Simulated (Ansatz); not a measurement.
## Silicon (diamond) across density functionals

All rows: Ansatz, plane waves with scalar-relativistic PAW, 420 eV (500 eV for the SCAN forms), relaxed under each functional, no dispersion correction, no zero-point motion. B₀ comes from uniform scaling at fixed shape; a dash is a value not given.

The measured cell (COD entry 9008565) has a = 5.431 Å, 20.02 Å³/atom.

```json
{"functional": "PBE", "V (Å³/atom)": "20.47", "cell": "a = 5.471 Å", "B₀ (GPa)": "89", "magnetic state": "spin not included"}
{"functional": "r²SCAN", "V (Å³/atom)": "20.18", "cell": "a = 5.445 Å", "B₀ (GPa)": "97", "magnetic state": "spin not included"}
{"functional": "PBEsol", "V (Å³/atom)": "20.07", "cell": "a = 5.435 Å", "B₀ (GPa)": "94", "magnetic state": "spin not included"}
{"functional": "LDA", "V (Å³/atom)": "19.72", "cell": "a = 5.403 Å", "B₀ (GPa)": "96", "magnetic state": "spin not included"}
{"functional": "revPBE", "V (Å³/atom)": "20.74", "cell": "a = 5.495 Å", "B₀ (GPa)": "86", "magnetic state": "spin not included"}
{"functional": "RPBE", "V (Å³/atom)": "20.83", "cell": "a = 5.503 Å", "B₀ (GPa)": "85", "magnetic state": "spin not included"}
{"functional": "BLYP", "V (Å³/atom)": "21.17", "cell": "a = 5.533 Å", "B₀ (GPa)": "78", "magnetic state": "spin not included"}
```

LDA gives the smallest volume and BLYP the largest.
